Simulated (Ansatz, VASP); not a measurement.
# Cu in VASP and in Ansatz

INCAR

```
ALGO = Normal
EDIFF = 1E-7
ENCUT = 520
GGA = PE
ISIF = 2
ISMEAR = -1
LASPH = True
LCHARG = False
LREAL = False
LWAVE = False
NBANDS = 18
NELM = 80
PREC = Accurate
SIGMA = 0.05
```

The input KPOINTS:

```
k-points
0
Gamma
  12 12 7
```

The input POSCAR:

```
Cu
1.0
    2.5508792560      0.0000000000      0.0000000000
   -1.2754396280      2.2091262377      0.0000000000
    0.0000000000      0.0000000000      4.1398073633
Cu
2
Direct
    0.6666666667      0.3333333333      0.7500000000
    0.3333333333      0.6666666667      0.2500000000
```

The input input.yaml:

```yaml
crystal:
  lattice:
    - [2.550879256, 0.0, 0.0]
    - [-1.275439628, 2.2091262377, 0.0]
    - [0.0, 0.0, 4.1398073633]
  atoms:
    - { symbol: Cu, position: [0.6666666667, 0.3333333333, 0.75] }
    - { symbol: Cu, position: [0.3333333333, 0.6666666667, 0.25] }
hamiltonian:
  xc: pbe
  pseudopotentials: { kind: paw }
kpoints:
  mp_grid: { grid: [12, 12, 7] }
scf:
  occupations: { method: fermi_dirac, width: 0.05 }
output:
  forces: true
  stress: true
  eigenvalues: true
  write_density: true
  write_potential: true
  elf: true
  volumetric_format: npy
```

Change from the starting cell: volume scaled by 1.02.

Alike in both runs: task single point; functional PBE; k mesh 12 × 12 × 7; occupations fermi-dirac, width 0.05 eV; no spin polarisation.

|  | VASP | Ansatz |
| --- | --- | --- |
| version | VASP 6.6.1 | Ansatz 0.2.0 |
| potentials or method | VASP PAW PBE potentials, release 64 (Cu) | Ansatz PAW |
| plane-wave cutoff (eV) | 520 | 420 |
| valence electrons in the cell | 22 | 38 |

|  | VASP | Ansatz | Ansatz less VASP |
| --- | --- | --- | --- |
| gap on the k mesh at the Fermi level (eV) | none | none | - |
| pressure (GPa) | 4.6 | 4.0 | -0.56 |
| largest component of the traceless stress (GPa) | 0.13 | 0.21 | +0.078 |

A gap of «none» marks a metal or a gap that the smearing closes. The two sets of potentials don't hold the same shells in valence.
